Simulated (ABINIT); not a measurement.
A run of ABINIT 10.8.3 (patched build) is set up as follows.

The input run.abi:

```
# Datasets: one volume each
ndtset 7
getwfk -1
scalecart1 3*0.9795861087
scalecart2 3*0.9864848297
scalecart3 3*0.9932883884
scalecart4 3*1.0000000000
scalecart5 3*1.0066227096
scalecart6 3*1.0131594038
scalecart7 3*1.0196128224

# Pseudopotentials
pp_dirpath "./"
pseudos "Al.upf"

# Structure
acell 2.8635066922 2.8635066922 2.8635066922 Angstrom
rprim
     0.0000000000     0.7071067812     0.7071067812
     0.7071067812     0.0000000000     0.7071067812
     0.7071067812     0.7071067812     0.0000000000
ntypat 1
znucl 13
natom 1
typat 1
xred
     0.0000000000     0.0000000000     0.0000000000

# Plane-wave basis
ecut 544.227725 eV

# k points
kptopt 1
ngkpt 11 11 11
nshiftk 1
shiftk 0.0 0.0 0.0

# Exchange and correlation
ixc -116133

# Bands and occupations
nband 6
occopt 3
tsmear 0.00183747

# SCF cycle
nstep 100
tolvrs 1.0e-10

# Output
iomode 3
prtwf 1
prtden 0
prteig 0
prtebands 0
enunit 1
```

Potentials or basis: PseudoDojo NC SR PBEsol v0.4.1 standard.

Run with:

```bash
$ abinit run.abi > log 2>&1
```

Question: Predict the bulk modulus.

Answer: 84 GPa.

Question: Predict the equilibrium volume.

Answer: 16.18 Å³/atom.

Question: Predict the pressure derivative of the bulk modulus.

Answer: 4.5.

Energy against volume, from the lowest point:
```csv
volume (Å³/atom),energy (meV/atom)
15.607,5.53
15.939,0.83
16.271,0.00
16.603,2.65
16.935,8.40
17.267,16.94
17.599,27.94
```

Caveat: pressures at fixed basis lie under the slope of the energies.

**What was measured.**

“The interpretation of polycrystalline coherent inelastic neutron scattering from aluminium”, 2013, pmc:3831299 quotes, for a bulk crystal of Al: bulk modulus 76.9 GPa.

A measured bulk modulus of Al is 76.9 GPa (quoted in “The interpretation of polycrystalline coherent inelastic neutron scattering from aluminium”, 2013, pmc:3831299); the calculated 84 GPa misses it by +9.3 %. The fit is for a static lattice scaled at fixed shape and fixed fractional positions. The cell as given is a measured one (16.60 Å³/atom); PBEsol puts the equilibrium volume -2.6 % from it, thermal expansion not counted.
